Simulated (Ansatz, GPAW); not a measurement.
# One calculation of KF, 3 ways

```
CELL_PARAMETERS angstrom
0.00000 2.67185 2.67185
2.67185 0.00000 2.67185
2.67185 2.67185 0.00000
ATOMIC_POSITIONS crystal
K 0.00000 0.00000 0.00000
F 0.50000 0.50000 0.50000
```

Alike in all runs: task single point; functional RPBE; k mesh 9 × 9 × 9; occupations gaussian, width 0.02 eV; no spin polarisation; no spin-orbit coupling. Pressure is positive in compression and, in plane waves, holds the error of the finite cutoff, which Ansatz's Pulay term estimates and takes out.

```json
{"program and potentials": "Ansatz, Ansatz PAW", "plane-wave cutoff (eV)": "420", "notes": "potentials made for PBE, which Ansatz adapts in part; Pulay term of +0.26 GPa included", "pressure (GPa)": "4.07"}
{"program and potentials": "GPAW, the program's PAW data sets (release 1.2.1) made for this functional", "plane-wave cutoff (eV)": "800", "notes": "-", "pressure (GPa)": "3.26"}
{"program and potentials": "Ansatz, all-electron LAPW, scalar-relativistic", "plane-wave cutoff (eV)": "-", "notes": "-", "pressure (GPa)": "4.06"}
```

The pressure spans 3.26 (GPAW, the program's PAW data sets (release 1.2.1) made for this functional) to 4.07 GPa (Ansatz, Ansatz PAW), with all-electron results at 4.06. Some sets were made for another functional than the one run, which can shift their rows.

Differences between rows come from potentials, basis sets and numerical settings, since the functional is the same but for its coding. Runs on potential files found faulty are left out.
